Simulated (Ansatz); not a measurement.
Results of LDA (PAW; Ansatz, a quantum-chemistry and plane-wave program) for rutile GeO2.

Run with plane-wave cutoff 520 eV, 8×8×12 k mesh (along the axes of the cell as run), Fermi–Dirac smearing 0.01 eV, scalar-relativistic PAW data made under PBE.

The volume scan:

```csv
V (Å³/atom),E − E_lowest (meV/atom),P (GPa)
8.790,12.26,11.22
8.973,2.93,5.24
9.156,0.00,0.00
9.339,2.68,-4.59
9.522,10.25,-8.56
```

Task: Estimate the bulk modulus from the pressures at 8.973 and 9.339 Å³/atom, and compare it with a fit to all energies.

Result: B = −V dP/dV. Between V = 8.973 and 9.339 Å³/atom, dP/dV = (-4.59 − (5.24))/(9.339 − 8.973) = -26.9 GPa per Å³/atom; at the midpoint 9.156 Å³/atom this gives B ≈ 246 GPa. The third-order Birch–Murnaghan fit gives V0 = 9.156 Å³/atom, B0 = 245 GPa, B′ = 5.7, which lies within 1 % of that estimate.

Shape and atoms are relaxed at each volume.

Measured, for comparison: bulk modulus 251 GPa (room temperature, not corrected to a static lattice, from measured elastic constants; as tabulated in Sevik and Bulutay (2007), arXiv:cond-mat/0610176). Computed less measured: bulk modulus -2.4 %.

Static lattice: no zero-point or thermal effects.
